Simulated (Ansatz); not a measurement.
# Dielectric response of SiC (10-10) films, part 4 of 6

How well do thin wurtzite SiC (10-10) films screen a perpendicular field?

Ansatz 0.2.0; plane-wave DFT, PBEsol, Ansatz PAW (the session's first sound run).

So far. Step 15 (Relaxing the film, 20 atoms, units 5): The gap is 1.51 eV, with the valence edge 5.63 eV and the conduction edge 4.12 eV under the upper vacuum level. Step 16 (The relaxed film, single point, 20 atoms, units 5): The gap is 1.51 eV, with the valence edge 5.63 eV and the conduction edge 4.12 eV under the upper vacuum level.

**17. Single point, 20 atoms, units 5, field 0.05 V/Å**

input.yaml reads:

```yaml
crystal:
  lattice:
    - [3.08, 0.0, 0.0]
    - [0.0, 5.05, 0.0]
    - [0.0, 0.0, 29.5585523892]
  atoms:
    - { symbol: Si, position: [0.0, 0.022038209, 0.3134329323] }
    - { symbol: C, position: [0.0, 0.3635988888, 0.3077782854] }
    - { symbol: Si, position: [0.5, 0.4894802784, 0.3326269037] }
    - { symbol: C, position: [0.5, 0.8635954229, 0.333701735] }
    - { symbol: Si, position: [0.5, 0.0042472496, 0.3954768789] }
    - { symbol: C, position: [0.5, 0.3777114497, 0.395131163] }
    - { symbol: Si, position: [0.0, 0.4992771633, 0.4247792792] }
    - { symbol: C, position: [0.0, 0.8760942784, 0.4246184352] }
    - { symbol: Si, position: [0.0, 0.0017513524, 0.4850007605] }
    - { symbol: C, position: [0.0, 0.3772057244, 0.4852952433] }
    - { symbol: Si, position: [0.5, 0.5017513527, 0.5149992405] }
    - { symbol: C, position: [0.5, 0.8772057234, 0.5147047572] }
    - { symbol: Si, position: [0.5, -0.0007228381, 0.5752207213] }
    - { symbol: C, position: [0.5, 0.3760942765, 0.5753815646] }
    - { symbol: Si, position: [0.0, 0.5042472465, 0.6045231217] }
    - { symbol: C, position: [0.0, 0.8777114462, 0.6048688363] }
    - { symbol: Si, position: [0.0, -0.0105197253, 0.6673730961] }
    - { symbol: C, position: [0.0, 0.3635954179, 0.6662982641] }
    - { symbol: Si, position: [0.5, 0.5220382009, 0.6865670682] }
    - { symbol: C, position: [0.5, 0.8635988823, 0.6922217134] }
kpoints:
  mp_grid: { grid: [8, 6, 1] }
hamiltonian:
  xc: pbesol
scf:
  occupations: { method: fixed }
  convergence: { dr2_threshold: 1.0e-10 }
efield:
  axis: 3
  dipole_correction: true
  ramp_position: 0.97
  ramp_width: 0.06
  amplitude: 0.05
output:
  write_potential: true
  write_density: true
  volumetric_format: npy
```

Run with:

```
ansatz run input.yaml --threads 4 --pin off --max-ram 16384MiB --backend cpu --events-out ev --progress --plain --runs-dir out
```

Numbers of over 12 decimals in the logs are rounded to 6 here.

Output:

```text
[...]
Crystal: 20 atoms, lattice volume = 459.754 Å³
Basis set: ecut = 420 eV, 8961 PW (Γ)
Bands: 60, of which v1, the nominal top of the filled ones, is band 40 counted from 1 (39 counted from 0)
Symmetry: 2 space group operations
k-points: 20 of 48 (time reversal used)
[...]
k-point 0: bands = [... 36 lower, 0.8347, 0.9908, 1.1221, 1.2006, 3.7928, 3.8880, 4.0905, 4.4444, ... 16 higher]
  k-point 1: bands = [... 36 lower, 0.6902, 0.8285, 1.0012, 1.0544, 3.8316, 3.9028, 4.0231, 4.3900, ... 16 higher]
  k-point 2: bands = [... 36 lower, 0.3594, 0.6956, 0.8257, 1.0062, 3.6252, 3.7093, 4.2454, 4.2714, ... 16 higher]
  k-point 19: bands = [... 36 lower, -0.8583, -0.8249, 0.8682, 0.9377, 2.6816, 2.7488, 4.6922, 4.6979, ... 16 higher]
[key lines of the parts left out:]
SCF converged after 14 iterations
Free energy (F): -8682.063571 eV
Fermi energy:    1.207709 eV
Dipole field:    D = 0.020867 V/Å  (p = 0.053017 e·Å, saw-weighted, corrected)
```

Wall time 30 s (4 threads of Arm Neoverse V1, shared host); peak memory 1.2 GiB.

The dipole is 0.0530 e·Å, and the gap on the mesh 1.474 eV.

**18. Single point, 20 atoms, units 5, field -0.05 V/Å**

input.yaml: that of step 17 with these lines changed.

```diff
@@ -38,3 +38,3 @@
   ramp_width: 0.06
-  amplitude: 0.05
+  amplitude: -0.05
 output:
```

Output:

```text
[...]
Crystal: 20 atoms, lattice volume = 459.754 Å³
Basis set: ecut = 420 eV, 8961 PW (Γ)
Bands: 60, of which v1, the nominal top of the filled ones, is band 40 counted from 1 (39 counted from 0)
Symmetry: 2 space group operations
k-points: 20 of 48 (time reversal used)
[...]
k-point 0: bands = [... 36 lower, 0.8347, 0.9908, 1.1221, 1.2006, 3.7928, 3.8880, 4.0905, 4.4444, ... 16 higher]
  k-point 1: bands = [... 36 lower, 0.6902, 0.8285, 1.0012, 1.0544, 3.8316, 3.9028, 4.0231, 4.3900, ... 16 higher]
  k-point 2: bands = [... 36 lower, 0.3594, 0.6956, 0.8257, 1.0062, 3.6252, 3.7093, 4.2454, 4.2714, ... 16 higher]
  k-point 19: bands = [... 36 lower, -0.8583, -0.8249, 0.8682, 0.9377, 2.6816, 2.7488, 4.6922, 4.6979, ... 16 higher]
[key lines of the parts left out:]
SCF converged after 14 iterations
Free energy (F): -8682.063571 eV
Fermi energy:    1.207709 eV
Dipole field:    D = -0.020867 V/Å  (p = -0.053017 e·Å, saw-weighted, corrected)
```

Wall time 30 s (4 threads); peak memory 1.2 GiB.

The dipole is -0.0530 e·Å, and the gap on the mesh 1.474 eV.

**19. Response with the atoms held, 20 atoms, units 5**

This step: plane-wave DFT, PBEsol, Ansatz PAW; response to a field along the normal, atoms held (Ansatz 0.2.0).

Local field over the applied field, running mean. From the potentials at -0.05 and 0.05 V/Å; running mean over 2.667 Å, taken twice. Local field over applied field against z:

```csv
z (Å),local field over applied field
5,0.987
6,0.928
7,0.765
8,0.504
9,0.261
10,0.135
11,0.113
12,0.121
13,0.129
14,0.133
15,0.133
16,0.131
17,0.126
18,0.117
19,0.114
20,0.175
21,0.357
22,0.626
23,0.852
24,0.964
25,0.994
```

The induced dipole is that of a conductor 12.34 Å thick.

**20. Field on, atoms free, 20 atoms, units 5, field 0.05 V/Å**

This step: plane-wave DFT, PBEsol, Ansatz PAW (Ansatz 0.2.0).

The same pair of relaxations in the field for this thickness.

input.yaml: that of step 18 with these lines changed.

```diff
@@ -38,3 +38,6 @@
   ramp_width: 0.06
-  amplitude: -0.05
+  amplitude: 0.05
+relax:
+  f_tol: 0.0006
+  max_steps: 70
 output:
```

Output:

```text
[...]
Crystal: 20 atoms, lattice volume = 459.754 Å³
Basis set: ecut = 420 eV, 8961 PW (Γ), exchange–correlation on 48×72×400 points (8 copies of the dense FFT grid, shifted against one another)
Bands: 60, of which v1, the nominal top of the filled ones, is band 40 counted from 1 (39 counted from 0)
Symmetry: 2 space group operations
k-points: 20 of 48 (time reversal used)
[...]
- { symbol: Si, position: [0.5, -0.000723105, 0.575229] }
    - { symbol: C, position: [0.5, 0.376092, 0.575378] }
    - { symbol: Si, position: [0.0, 0.504232, 0.604548] }
    - { symbol: C, position: [0.0, 0.877696, 0.604853] }
    - { symbol: Si, position: [0.0, -0.010560, 0.667376] }
    - { symbol: C, position: [0.0, 0.363540, 0.666298] }
    - { symbol: Si, position: [0.5, 0.521930, 0.686599] }
    - { symbol: C, position: [0.5, 0.863486, 0.692182] }
[key lines of the parts left out:]
SCF converged after 6 iterations
Free energy (F): -8682.063738 eV
Fermi energy:    1.205022 eV
Dipole field:    D = 0.021870 V/Å  (p = 0.055567 e·Å, saw-weighted, corrected)
```

Wall time 62 s (4 threads); peak memory 1.1 GiB; 4 min of CPU time.

No atom moved by 0.005 Å in the relaxation.

The relaxation took 4 steps and lowered the energy by 6.4e-5 eV; the largest force on the free atoms ends at 2.9e-4 eV/Å.

The dipole is 0.0556 e·Å, and the gap on the mesh 1.490 eV.

**21. Field on, atoms free, 20 atoms, units 5, field -0.05 V/Å**

The opposite sign, again from the field-free geometry; the difference of the two cancels what relaxes without a field.

input.yaml: that of step 20 with these lines changed.

```diff
@@ -38,3 +38,3 @@
   ramp_width: 0.06
-  amplitude: 0.05
+  amplitude: -0.05
 relax:
```

Output:

```text
[...]
Crystal: 20 atoms, lattice volume = 459.754 Å³
Basis set: ecut = 420 eV, 8961 PW (Γ), exchange–correlation on 48×72×400 points (8 copies of the dense FFT grid, shifted against one another)
Bands: 60, of which v1, the nominal top of the filled ones, is band 40 counted from 1 (39 counted from 0)
Symmetry: 2 space group operations
k-points: 20 of 48 (time reversal used)
[...]
- { symbol: Si, position: [0.5, -0.000717669, 0.575213] }
    - { symbol: C, position: [0.5, 0.376098, 0.575389] }
    - { symbol: Si, position: [0.0, 0.504274, 0.604503] }
    - { symbol: C, position: [0.0, 0.877733, 0.604886] }
    - { symbol: Si, position: [0.0, -0.010478, 0.667374] }
    - { symbol: C, position: [0.0, 0.363643, 0.666303] }
    - { symbol: Si, position: [0.5, 0.522147, 0.686538864922] }
    - { symbol: C, position: [0.5, 0.863706, 0.692264] }
[key lines of the parts left out:]
SCF converged after 9 iterations
Free energy (F): -8682.063738 eV
Fermi energy:    1.205035 eV
Dipole field:    D = -0.021867 V/Å  (p = -0.055558 e·Å, saw-weighted, corrected)
```

Elapsed: 68 s, on 4 threads; peak memory 1.1 GiB.

No atom moved by 0.005 Å in the relaxation.

The relaxation took 4 steps and lowered the energy by 6.4e-5 eV; the largest force on the free atoms ends at 2.3e-4 eV/Å.

The dipole is -0.0556 e·Å, and the gap on the mesh 1.490 eV.

**22. Response with the atoms relaxed, 20 atoms, units 5**

This step: plane-wave DFT, PBEsol, Ansatz PAW; response to a field along the normal, atoms relaxed (Ansatz 0.2.0).

Local field over the applied field, running mean. From the potentials at -0.05 and 0.05 V/Å; running mean over 2.667 Å, taken twice. Table of local field over applied field by z:

```
z (Å)  local field over applied field
    5                           0.987
    6                           0.928
    7                           0.762
    8                           0.477
    9                           0.226
   10                          0.0869
   11                          0.0684
   12                          0.0768
   13                          0.0894
   14                          0.0922
   15                          0.0939
   16                          0.0909
   17                          0.0886
   18                          0.0680
   19                          0.0726
   20                           0.124
   21                           0.324
   22                           0.608
   23                           0.850
   24                           0.965
   25                           0.995
```

The induced dipole is that of a conductor 12.93 Å thick.

**23. Relaxing the film, 24 atoms, units 6**

This step: plane-wave DFT, PBEsol, Ansatz PAW (Ansatz 0.2.0).

System of this step: SiC (10-10), 6 units. The cell holds 24 atoms: 12 Si and 12 C. Cell: a = 3.080 Å, b = 5.050 Å, c = 32.226 Å, α = 90.0°, β = 90.0°, γ = 90.0°. It derives from SiC (wurtzite SiC). Vacuum lies along c.

The next thickness, treated alike, so that differences show the interior and the faces cancel.

input.yaml reads:

```yaml
crystal:
  lattice:
    - [3.08, 0.0, 0.0]
    - [0.0, 5.05, 0.0]
    - [0.0, 0.0, 32.2259106328]
  atoms:
    - { symbol: Si, position: [0.0, 0.0, 0.2792783764] }
    - { symbol: C, position: [0.0, 0.375, 0.2792783764] }
    - { symbol: Si, position: [0.5, 0.5, 0.3068685794] }
    - { symbol: C, position: [0.5, 0.875, 0.3068685794] }
    - { symbol: Si, position: [0.5, 0.0, 0.3620489853] }
    - { symbol: C, position: [0.5, 0.375, 0.3620489853] }
    - { symbol: Si, position: [0.0, 0.5, 0.3896391882] }
    - { symbol: C, position: [0.0, 0.875, 0.3896391882] }
    - { symbol: Si, position: [0.0, 0.0, 0.4448195941] }
    - { symbol: C, position: [0.0, 0.375, 0.4448195941] }
    - { symbol: Si, position: [0.5, 0.5, 0.4724097971] }
    - { symbol: C, position: [0.5, 0.875, 0.4724097971] }
    - { symbol: Si, position: [0.5, 0.0, 0.5275902029] }
    - { symbol: C, position: [0.5, 0.375, 0.5275902029] }
    - { symbol: Si, position: [0.0, 0.5, 0.5551804059] }
    - { symbol: C, position: [0.0, 0.875, 0.5551804059] }
    - { symbol: Si, position: [0.0, 0.0, 0.6103608118] }
    - { symbol: C, position: [0.0, 0.375, 0.6103608118] }
    - { symbol: Si, position: [0.5, 0.5, 0.6379510147] }
    - { symbol: C, position: [0.5, 0.875, 0.6379510147] }
    - { symbol: Si, position: [0.5, 0.0, 0.6931314206] }
    - { symbol: C, position: [0.5, 0.375, 0.6931314206] }
    - { symbol: Si, position: [0.0, 0.5, 0.7207216236] }
    - { symbol: C, position: [0.0, 0.875, 0.7207216236] }
kpoints:
  mp_grid: { grid: [8, 6, 1] }
hamiltonian:
  xc: pbesol
scf:
  occupations: { method: fixed }
  convergence: { dr2_threshold: 1.0e-09 }
efield:
  axis: 3
  dipole_correction: true
  ramp_position: 0.97
  ramp_width: 0.06
relax:
  f_tol: 0.003
  max_steps: 100
output:
  write_potential: true
  write_density: true
  volumetric_format: npy
```

Output:

```text
[...]
Crystal: 24 atoms, lattice volume = 501.242 Å³
Basis set: ecut = 420 eV, 9773 PW (Γ), exchange–correlation on 48×72×432 points (8 copies of the dense FFT grid, shifted against one another)
Bands: 72, of which v1, the nominal top of the filled ones, is band 48 counted from 1 (47 counted from 0)
Symmetry: 2 space group operations
[...]
- { symbol: Si, position: [0.0, -0.00113872, 0.610318] }
    - { symbol: C, position: [0.0, 0.375763, 0.610419] }
    - { symbol: Si, position: [0.5, 0.504000, 0.637174] }
    - { symbol: C, position: [0.5, 0.877429, 0.637534] }
    - { symbol: Si, position: [0.5, -0.010888, 0.694848] }
    - { symbol: C, position: [0.5, 0.363253, 0.693829] }
    - { symbol: Si, position: [0.0, 0.521700, 0.712437] }
    - { symbol: C, position: [0.0, 0.863246, 0.717649] }
[key lines of the parts left out:]
SCF converged after 5 iterations
Free energy (F): -10419.464890 eV
Fermi energy:    1.864520 eV
Dipole field:    D = 0.000001 V/Å  (p = 0.000002 e·Å, saw-weighted, corrected)
Work function:   Φ+ = 5.6647 eV   Φ− = 5.6647 eV
```

The job ended after 2.7 min (4 threads; peak memory 1.3 GiB; 11 min of CPU time).

Relaxation path:

```
step  energy less that of the first step (eV)  largest force component (eV/Å)
   1                                   0.0000                          2.3182
   2                                  -0.9113                          1.6718
   3                                  -1.1685                          2.1980
   4                                  -1.2964                          0.2250
   5                                  -1.3038                          0.0405
   6                                  -1.3042                          0.0171
   7                                  -1.3043                          0.0037
   8                                  -1.3043                          0.0003
```

The run keeps the 2 symmetry operations that it works with, so distortions that break them were not tested.

The atoms that moved most (Å):

```csv
atom,dx,dy,dz,length
Si23,0.000,0.110,-0.267,0.289
Si1,0.000,0.110,0.267,0.289
C2,0.000,-0.059,0.099,0.115
C24,0.000,-0.059,-0.099,0.115
Si3,0.000,-0.055,-0.055,0.078
Si21,0.000,-0.055,0.055,0.078
C4,0.000,-0.059,-0.022,0.063
C22,0.000,-0.059,0.022,0.063
```

The relaxation took 8 steps and lowered the energy by 1.3 eV; the largest force on the free atoms ends at 3.4e-4 eV/Å.

The gap is 1.54 eV, with the valence edge 5.66 eV and the conduction edge 4.12 eV under the upper vacuum level.

**24. The relaxed film, single point, 24 atoms, units 6**

The next thickness, treated alike, so that differences show the interior and the faces cancel.

input.yaml reads:

```yaml
crystal:
  lattice:
    - [3.08, 0.0, 0.0]
    - [0.0, 5.05, 0.0]
    - [0.0, 0.0, 32.2259106328]
  atoms:
    - { symbol: Si, position: [0.0, 0.0216997908, 0.2875630263] }
    - { symbol: C, position: [0.0, 0.3632462401, 0.2823510286] }
    - { symbol: Si, position: [0.5, 0.4891121433, 0.3051524889] }
    - { symbol: C, position: [0.5, 0.8632529739, 0.3061713111] }
    - { symbol: Si, position: [0.5, 0.0040004512, 0.3628259503] }
    - { symbol: C, position: [0.5, 0.3774291191, 0.3624663348] }
    - { symbol: Si, position: [0.0, 0.4988612805, 0.3896819388] }
    - { symbol: C, position: [0.0, 0.8757630279, 0.3895808306] }
    - { symbol: Si, position: [0.0, 0.0017922364, 0.4449273327] }
    - { symbol: C, position: [0.0, 0.3770754047, 0.4451385537] }
    - { symbol: Si, position: [0.5, 0.5009074442, 0.4725158726] }
    - { symbol: C, position: [0.5, 0.8768598723, 0.4722545291] }
    - { symbol: Si, position: [0.5, 0.0009074437, 0.5274841266] }
    - { symbol: C, position: [0.5, 0.3768598725, 0.5277454702] }
    - { symbol: Si, position: [0.0, 0.5017922368, 0.5550726664] }
    - { symbol: C, position: [0.0, 0.8770754053, 0.5548614462] }
    - { symbol: Si, position: [0.0, -0.0011387181, 0.6103180607] }
    - { symbol: C, position: [0.0, 0.37576303, 0.6104191699] }
    - { symbol: Si, position: [0.5, 0.5040004546, 0.6371740492] }
    - { symbol: C, position: [0.5, 0.8774291226, 0.6375336663] }
    - { symbol: Si, position: [0.5, -0.0108878532, 0.6948475111] }
    - { symbol: C, position: [0.5, 0.3632529792, 0.69382869] }
    - { symbol: Si, position: [0.0, 0.5216997975, 0.712436974] }
    - { symbol: C, position: [0.0, 0.8632462447, 0.717648972] }
kpoints:
  mp_grid: { grid: [8, 6, 1] }
hamiltonian:
  xc: pbesol
scf:
  occupations: { method: fixed }
  convergence: { dr2_threshold: 1.0e-09 }
efield:
  axis: 3
  dipole_correction: true
  ramp_position: 0.97
  ramp_width: 0.06
output:
  eigenvalues: true
  write_potential: true
  write_density: true
  volumetric_format: npy
```

Output:

```text
[...]
Crystal: 24 atoms, lattice volume = 501.242 Å³
Basis set: ecut = 420 eV, 9773 PW (Γ)
Bands: 72, of which v1, the nominal top of the filled ones, is band 48 counted from 1 (47 counted from 0)
Symmetry: 2 space group operations
k-points: 20 of 48 (time reversal used)
[...]
k-point 0: bands = [... 44 lower, 1.6337, 1.7409, 1.8290, 1.8567, 4.4846, 4.5831, 4.7116, 4.9808, ... 20 higher]
  k-point 1: bands = [... 44 lower, 1.4946, 1.5806, 1.7021, 1.7120, 4.5482, 4.5760, 4.6887, 4.9378, ... 20 higher]
  k-point 2: bands = [... 44 lower, 1.1622, 1.4144, 1.5785, 1.6719, 4.3512, 4.3607, 4.8681, 4.9299, ... 20 higher]
  k-point 19: bands = [... 44 lower, -0.1487, -0.1487, 1.5944, 1.5944, 3.4058, 3.4058, 5.3145, 5.3145, ... 20 higher]
[key lines of the parts left out:]
SCF converged after 10 iterations
Free energy (F): -10419.464661 eV
Fermi energy:    1.864542 eV
Dipole field:    D = -0.000002 V/Å  (p = -0.000005 e·Å, saw-weighted, corrected)
Work function:   Φ+ = 5.6647 eV   Φ− = 5.6646 eV
```

Wall time 36 s (4 threads); peak memory 1.5 GiB; 2.4 min of CPU time.

The gap is 1.54 eV, with the valence edge 5.66 eV and the conduction edge 4.12 eV under the upper vacuum level.

**25. Atoms held, 24 atoms, units 6, field 0.05 V/Å**

input.yaml: that of step 24 with these lines changed.

```diff
@@ -36,3 +36,3 @@
   occupations: { method: fixed }
-  convergence: { dr2_threshold: 1.0e-09 }
+  convergence: { dr2_threshold: 1.0e-10 }
 efield:
@@ -42,4 +42,4 @@
   ramp_width: 0.06
+  amplitude: 0.05
 output:
-  eigenvalues: true
   write_potential: true
```

Output:

```text
[...]
Crystal: 24 atoms, lattice volume = 501.242 Å³
Basis set: ecut = 420 eV, 9773 PW (Γ)
Bands: 72, of which v1, the nominal top of the filled ones, is band 48 counted from 1 (47 counted from 0)
Symmetry: 2 space group operations
k-points: 20 of 48 (time reversal used)
[...]
k-point 0: bands = [... 44 lower, 1.6325, 1.7306, 1.8314, 1.8678, 4.4728, 4.5876, 4.7154, 4.9828, ... 20 higher]
  k-point 1: bands = [... 44 lower, 1.4935, 1.5689, 1.7141, 1.7142, 4.5133, 4.6074, 4.6892, 4.9393, ... 20 higher]
  k-point 2: bands = [... 44 lower, 1.1612, 1.4164, 1.5648, 1.6857, 4.3060, 4.4054, 4.8654, 4.9304, ... 20 higher]
  k-point 19: bands = [... 44 lower, -0.1735, -0.1223, 1.5500, 1.6386, 3.3626, 3.4488, 5.3115, 5.3157, ... 20 higher]
[key lines of the parts left out:]
SCF converged after 14 iterations
Free energy (F): -10419.466231 eV
Fermi energy:    1.878946 eV
Dipole field:    D = 0.022677 V/Å  (p = 0.062816 e·Å, saw-weighted, corrected)
```

Run time: 42 s. Hardware: 4 threads; peak memory 1.4 GiB.

The dipole is 0.0628 e·Å, and the gap on the mesh 1.484 eV.

**26. Atoms held, 24 atoms, units 6, field -0.05 V/Å**

input.yaml: that of step 25 with these lines changed.

```diff
@@ -42,3 +42,3 @@
   ramp_width: 0.06
-  amplitude: 0.05
+  amplitude: -0.05
 output:
```

Output:

```text
[...]
Crystal: 24 atoms, lattice volume = 501.242 Å³
Basis set: ecut = 420 eV, 9773 PW (Γ)
Bands: 72, of which v1, the nominal top of the filled ones, is band 48 counted from 1 (47 counted from 0)
Symmetry: 2 space group operations
k-points: 20 of 48 (time reversal used)
[...]
k-point 0: bands = [... 44 lower, 1.6325, 1.7306, 1.8314, 1.8678, 4.4728, 4.5876, 4.7154, 4.9828, ... 20 higher]
  k-point 1: bands = [... 44 lower, 1.4935, 1.5689, 1.7141, 1.7142, 4.5133, 4.6074, 4.6892, 4.9393, ... 20 higher]
  k-point 2: bands = [... 44 lower, 1.1612, 1.4164, 1.5648, 1.6857, 4.3060, 4.4054, 4.8654, 4.9304, ... 20 higher]
  k-point 19: bands = [... 44 lower, -0.1735, -0.1223, 1.5500, 1.6386, 3.3626, 3.4488, 5.3115, 5.3157, ... 20 higher]
[key lines of the parts left out:]
SCF converged after 14 iterations
Free energy (F): -10419.466231 eV
Fermi energy:    1.878946 eV
Dipole field:    D = -0.022677 V/Å  (p = -0.062816 e·Å, saw-weighted, corrected)
```

Wall time 43 s (4 threads); peak memory 1.5 GiB.

The dipole is -0.0628 e·Å, and the gap on the mesh 1.484 eV.

(Continued in part 5 of 6.)

[Logs are printed without paths, hosts, clocks, repeated set-up lines and the standing remarks that a program may print on its own settings, such as how far it seeks lower states.]

[Hosts, paths, dates, database ids (printed as entryN), source tags and the programs' standing remarks are cut or masked in the printed files.]

[Maps of the electrostatic potential energy from Ansatz leave out the sawtooth potential of an applied field or a dipole correction, so their vacuum need not be flat; planar profiles and work functions include it.]
